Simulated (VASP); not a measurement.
**InAs: relaxation of cell and atoms with TPSS**

Crystal: InAs.

```xyz
2
Lattice="0.0000 3.0180 3.0180 3.0180 0.0000 3.0180 3.0180 3.0180 0.0000" Properties=species:S:1:pos:R:3 pbc="T T T"
In    0.0000    0.0000    0.0000
As    4.5270    4.5270    4.5270
```

```yaml
Program: VASP 6.6.1
Task: relaxation of cell and atoms
Functional: TPSS
Potentials_or_basis: VASP PAW PBE potentials, release 64 (In_d, As)
Cutoff: 600 eV
k_mesh: 8 × 8 × 8
Occupations: gaussian, width 0.05 eV
Spin: no spin polarisation
Further_INCAR_settings: ALGO = Normal; EDIFF = 1e-06; IBRION = 2; EDIFFG = -0.01; NSW = 40; ISIF = 3
```

The relaxed volume is 29.29 Å³/atom. The relaxed cell is a = 4.359 Å, b = 4.359 Å, c = 4.359 Å, α = 60.00°, β = 60.00°, γ = 60.00° and the space group after relaxing (to 0.05 Å) is F-43m (No. 216). The energy gained by relaxing is 31.2 meV/atom, the ionic steps are 2 and the pressure after relaxing is 0.0 GPa. The band gap on the k mesh is none (metal or under the smearing width).

The path:
```
step  energy change (eV)  largest force (eV/Å)  pressure (GPa)  volume (Å³)
   1              0.0000                0.0000            2.58        54.98
   2             -0.0625                0.0000           -0.04        58.57
```

Final structure:
```yaml
crystal:
  lattice:
    - [0.00000, 3.08238, 3.08238]
    - [3.08238, 0.00000, 3.08238]
    - [3.08238, 3.08238, 0.00000]
  atoms:
    - { symbol: In, position: [0.00000, 0.00000, 0.00000] }
    - { symbol: As, position: [0.75000, 0.75000, 0.75000] }
```

Levels at points of the mesh, in eV from the Fermi level:
| k point | band 6 | band 7 | band 8 | band 9 | band 10 | band 11 | band 12 | band 13 |
| --- | --- | --- | --- | --- | --- | --- | --- | --- |
| (0.00, 0.00, 0.00) | -11.67 | -0.38 | -0.02 | -0.02 | -0.02 | 4.00 | 4.00 | 4.00 |
| (0.50, 0.00, 0.00) | -10.35 | -5.53 | -0.93 | -0.93 | 0.92 | 4.75 | 4.75 | 6.83 |
| (0.50, 0.50, 0.00) | -9.86 | -5.62 | -2.18 | -2.18 | 1.68 | 2.10 | 8.95 | 9.06 |

Wall time 10 min on 1 thread of Intel(R) Xeon(R) Platinum 8259CL CPU @ 2.50GHz (Skylake/Cascade Lake), on a shared host, peak memory 0.25 GiB.

Caveat: the PAW data sets were made with another functional, which shifts forces and pressure a little; this crystal is a semiconductor, whose small gap the functional closes, so the metal is an error of the method. Zero-point motion and thermal expansion aren't in these numbers.
